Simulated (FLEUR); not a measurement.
# Au (P6_3/mmc) in FLEUR: a series of runs, part 2 of 2

FLEUR MaX-R8.1 (later development tree). The steps go on from the part before.

### 5 Equation of state, LDA, 17.77 Å³/atom

Contents of inp.xml:

```xml
<?xml version="1.0" encoding="UTF-8" standalone="no"?>
<fleurInput fleurInputVersion="0.39">
   <comment>
      Au                                                                                                  
   </comment>
   <calculationSetup>
      <cutoffs Kmax="4.1" Gmax="12.7" GmaxXC="12.7" numbands="0"/>
      <scfLoop itmax="60" minDistance="0.00001" maxIterBroyd="15" imix="Anderson" alpha="0.05" precondParam="0.0" spinf="2.0" sdNocoIR="T"/>
      <coreElectrons ctail="T" frcor="F" kcrel="0" coretail_lmax="0"/>
      <xcFunctional name="vwn" relativisticCorrections="F"/>
      <magnetism jspins="1"/>
      <soc l_soc="F" theta="0.0" phi="0.0" spav="F"/>
      <expertModes spex="0" secvar="F"/>
      <geometryOptimization l_f="F" forcealpha="1.0" forcemix="BFGS" epsdisp="0.00001" epsforce="0.00001"/>
      <ldaU l_linMix="F" mixParam="0.05" spinf="1.0"/>
   </calculationSetup>
   <cell>
      <bzIntegration valenceElectrons="38.0" mode="hist" fermiSmearingEnergy="0.00183747">
         <kPointListSelection listName="default-1"/>
         <!-- k-points included here -->
         <xi:include xmlns:xi="http://www.w3.org/2001/XInclude" href="kpts.xml"> </xi:include>
      </bzIntegration>
      <!-- symmetry operations included here -->
      <xi:include xmlns:xi="http://www.w3.org/2001/XInclude" href="sym.xml"> </xi:include>
      <bulkLattice scale="1.0000000000">
         <bravaisMatrix>
            <row-1>    5.4802057613399997     0.0000000000000000     0.0000000000000000</row-1>
            <row-2>   -2.7401028806699999     4.7459974073337650     0.0000000000000000</row-2>
            <row-3>    0.0000000000000000     0.0000000000000000     9.2218634880479993</row-3>
         </bravaisMatrix>
      </bulkLattice>
   </cell>
   <atomSpecies>
      <species name="Gold (Au)" element="Au" atomicNumber="79">
         <mtSphere radius="2.46" gridPoints="839" logIncrement="0.016"/>
         <atomicCutoffs lmax="10" lnonsphr="10"/>
         <electronConfig flipSpins="F">
            <coreConfig>(1s1/2) (2s1/2) (2p1/2) (2p3/2) (3s1/2) (3p1/2) (3p3/2) (4s1/2) (3d3/2) (3d5/2) (4p1/2) (4p3/2) (4d3/2) (4d5/2) (4f5/2) (4f7/2)</coreConfig>
            <valenceConfig>(5s1/2) (5p1/2) (5p3/2) (6s1/2) (5d3/2) (5d5/2)</valenceConfig>
            <stateOccupation state="(6s1/2)" spinUp="0.500000" spinDown="0.500000"/>
         </electronConfig>
         <energyParameters s="6" p="6" d="5" f="5"/>
         <lo type="SCLO" l="0" n="5" eDeriv="0"/>
         <lo type="SCLO" l="1" n="5" eDeriv="0"/>
         <lo type="SCLO" l="1" n="5" eDeriv="1"/>
         <lo type="SCLO" l="2" n="5" eDeriv="2"/>
         <lo type="SCLO" l="3" n="5" eDeriv="2"/>
      </species>
   </atomSpecies>
   <atomGroups>
      <atomGroup species="Gold (Au)">
         <relPos label="                   1">-1.000/3.000 1.000/3.000 1.000/4.000</relPos>
         <relPos label="                   2">1.000/3.000 -1.000/3.000 -1.000/4.000</relPos>
         <force calculate="T" relaxXYZ="TTT"/>
      </atomGroup>
   </atomGroups>
   <output dos="F" band="F" slice="F">
      <checks vchk="F" cdinf="F"/>
      <bandDOS minEnergy="-.5*Htr" maxEnergy="0.5*Htr" sigma="0.015" storeEVData="T"/>
      <vacuumDOS vacdos="F" integ="F" star="F" nstars="0" locx1="0.0" locy1="0.0" locx2="0.0" locy2="0.0" nstm="0" tworkf="0.0"/>
      <unfoldingBand unfoldBand="F" supercellX="1" supercellY="1" supercellZ="1"/>
      <plotting iplot="0" polar="F">
         <plot TwoD="T" vec1="  1.0  0.0  0.0" vec2="  0.0  1.0  0.0" vec3="  0.0  0.0  1.0" zero="  0.0  0.0  0.0" file="plot"/>
      </plotting>
      <chargeDensitySlicing numkpt="0" minEigenval="0.0" maxEigenval="0.0" nnne="0" pallst="F"/>
      <specialOutput eonly="F"/>
      <moessbauerParams electricFieldGradient="T" isomerShift="T" coreHyperfine="T" valenceHyperfine="T"/>
      <magneticCircularDichroism mcd="F" energyLo="-10.0" energyUp="0.0"/>
   </output>
  <!-- We include the file relax.xml here to enable relaxations (see documentation) -->
  <xi:include xmlns:xi="http://www.w3.org/2001/XInclude" href="relax.xml"> <xi:fallback/> </xi:include>
</fleurInput>
```

Started as:

```
$ inpgen -f crystal.txt -profile fastHighL
$ # inp.xml edited to the form shown
$ fleur_MPI
```

Run time: 31 s. Hardware: 1 thread of Intel Xeon Platinum 8488C (Sapphire Rapids), shared host; peak memory 0.09 GiB.

Results (log left out):

```
Free energy                                           : -1036070.4804 eV
Band gap on the k mesh                                : none (metal or under the smearing width)
Valence electrons inside the program's atomic spheres : Au 17.27 (radii Au 2.46 bohr)
```

### 6 Equation of state, LDA, 18.48 Å³/atom (volume scaled by 1.04)

inp.xml, as its differences from that of step 5:

```diff
@@ -24,3 +24,3 @@
       <xi:include xmlns:xi="http://www.w3.org/2001/XInclude" href="sym.xml"> </xi:include>
-      <bulkLattice scale="1.0000000000">
+      <bulkLattice scale="1.0131594038">
          <bravaisMatrix>
```

Potentials or basis: all-electron, FLAPW.

Started as:

```
$ inpgen -f crystal.txt -profile fastHighL
$ # inp.xml edited to the form shown
$ fleur_MPI
```

It took 34 s on 1 thread of Intel Xeon Platinum 8488C (Sapphire Rapids), shared host; peak memory 0.09 GiB.

Results (log left out):

| Item | Value |
| --- | --- |
| Free energy | -1036070.3638 eV |
| Band gap on the k mesh | none (metal or under the smearing width) |
| Valence electrons inside the program's atomic spheres | Au 17.23 (radii Au 2.46 bohr) |

### 7 Equation of state, LDA, 18.84 Å³/atom (volume scaled by 1.06)

inp.xml, as its differences from that of step 6:

```diff
@@ -24,3 +24,3 @@
       <xi:include xmlns:xi="http://www.w3.org/2001/XInclude" href="sym.xml"> </xi:include>
-      <bulkLattice scale="1.0131594038">
+      <bulkLattice scale="1.0196128224">
          <bravaisMatrix>
```

Started as:

```
$ inpgen -f crystal.txt -profile fastHighL
$ # inp.xml edited to the form shown
$ fleur_MPI
```

Wall time 38 s (1 thread of Intel Xeon Platinum 8488C (Sapphire Rapids), shared host); peak memory 0.09 GiB.

It converged, with:

```
Free energy                                           : -1036070.2923 eV
Band gap on the k mesh                                : none (metal or under the smearing width)
Valence electrons inside the program's atomic spheres : Au 17.21 (radii Au 2.46 bohr)
```

### 8 Equation of state, LDA

This step only gathers the single runs of the series.

Results:

| Item | Value |
| --- | --- |
| Equilibrium volume | 16.59 Å³/atom (rough: see the caveat) |
| Bulk modulus at fixed shape and positions | 190 GPa (rough) |

Energy against volume, from the lowest point:
| volume (Å³/atom) | energy (meV/atom) |
| --- | --- |
| 16.705 | 0.00 |
| 17.060 | 7.06 |
| 17.771 | 42.66 |
| 18.482 | 100.95 |
| 18.837 | 136.69 |

Caveat: the minimum lies outside the volumes run; the cell was scaled at fixed shape and fractional positions, which overstates the stiffness of a crystal with free parameters, most of all of layers and chains. The run has no spin-orbit coupling, so splittings on Au are missing.
